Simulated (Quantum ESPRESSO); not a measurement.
**LiF (Griceite) under changes of volume**

One of the cells (8.169 Å³/atom); the others are scaled copies at fixed shape and fractional positions:

```
F Li
1.0
     0.00000    2.01400    2.01400
     2.01400    0.00000    2.01400
     2.01400    2.01400    0.00000
F Li
1 1
Direct
  0.50000 0.50000 0.50000
  0.00000 0.00000 0.00000
```

```yaml
Program: Quantum ESPRESSO 7.5
Functional: LDA
Potentials_or_basis: GBRV 1.5 LDA
Cutoff: 612 eV
Density_cutoff: 4898 eV
k_mesh: 11 × 11 × 11
Occupations: fermi-dirac, width 0.05 eV
Spin: no spin polarisation
```

```tsv
volume (Å³/atom)	energy over the lowest point (meV/atom)	pressure (GPa)	gap on the mesh (eV)
7.679	0.00	-2.1	9.39
7.842	?	?	?
8.006	7.39	-5.1	8.99
8.169	13.18	-6.3	8.81
8.333	20.17	-7.4	8.64
8.496	28.24	-8.4	8.47
8.659	37.22	-9.3	8.31
```

Task: What does the run at 7.842 Å³/atom give?

Result: Energy over the lowest point 2.97 meV/atom; pressure -3.7 GPa; gap on the mesh 9.19 eV.

Worked out: A Birch-Murnaghan fit of order 3 (a polynomial in V^(-2/3)) to the other rows has its minimum at 7.49 Å³/atom, just outside them, with B0 = V·E''(V) = 87 GPa and B' = 4.2. It gives 2.93 meV/atom at 7.842 Å³/atom, against the run's 2.97, and -dE/dV = -3.6 GPa, against -3.7. A straight line through the other rows of the gap, of slope -8.97 eV per unit of ln V (its deformation potential), gives 9.19 eV, against the run's 9.19.

Energies are extrapolated to zero smearing.

Caveats: an odd mesh through Γ misses points on the zone boundary, where band edges often lie.
